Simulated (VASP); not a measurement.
A run of VASP 6.6.1 is set up as follows.

INCAR

```
PREC = Accurate
ENCUT = 520
EDIFF = 1E-7
ISMEAR = 0
SIGMA = 0.03
LREAL = False
LASPH = True
NELM = 80
ALGO = Normal
ISIF = 2
LWAVE = False
LCHARG = False
GGA = CA
NBANDS = 16
```

File KPOINTS:

```
Automatic mesh
0
Gamma
  12 12 6
```

File POSCAR:

```
AlN                                     
1.0
    3.1278661649      0.0000000000      0.0000000000
   -1.5639330824      2.7088115564     -0.0000000000
    0.0000000000     -0.0000000000      5.0159256221
  Al              N             
     2     2
Direct
     0.3333333300000021    0.6666666699999979    0.9992990152342794
     0.6666666699999979    0.3333333300000021    0.4992990152342794
     0.3333333300000021    0.6666666699999979    0.3807009847657231
     0.6666666699999979    0.3333333300000021    0.8807009847657231
```

KPOINTS_OPT

```
explicit points
186
Reciprocal
 0.0000000000  0.0000000000  0.0000000000 1
 0.0263157895  0.0000000000  0.0000000000 1
 0.0526315789  0.0000000000  0.0000000000 1
 0.0789473684  0.0000000000  0.0000000000 1
 0.1052631579  0.0000000000  0.0000000000 1
 0.1315789474  0.0000000000  0.0000000000 1
[... 178 lines left out ...]
 0.5000000000  0.0000000000  0.5000000000 1
 0.5000000000  0.0000000000  0.0000000000 1
```

Potentials or basis: VASP PAW LDA potentials, release 64 (Al, N).

The run is started by

```sh
$ cat potpaw_LDA.64/Al/POTCAR potpaw_LDA.64/N/POTCAR > POTCAR
$ mpirun -np 1 vasp_std > vasp.out
```

Question: What does it give for the band gap along the path?

Answer: 4.08 eV, direct.

Question: Predict the band gap on the k mesh.

Answer: 4.08 eV, direct.

Stress tensor (GPa, compression positive):
```
-7.27  0.00  0.00
 0.00 -7.27  0.00
 0.00  0.00 -7.16
```

**What was measured.**

From “Structural and optical properties of self-assembled AlN nanowires grown on SiO2/Si substrates by molecular beam epitaxy”, 2024, arxiv:2402.00216, for a bulk crystal of AlN at 0 K: band gap 6.0343 eV (an exciton energy, a little under the gap).

Measured gap of AlN: 6.0343 eV (an exciton energy, a little under the gap; 0 K; quoted in “Structural and optical properties of self-assembled AlN nanowires grown on SiO2/Si substrates by molecular beam epitaxy”, 2024, arxiv:2402.00216). This calculation gives 4.08 eV (-1.95 eV). 2 values of this kind are on record (6.034 to 6.0343 eV); this one was drawn at random. The value is that of LDA, without temperature or zero-point motion. Semilocal functionals fall short of measured gaps as a rule.
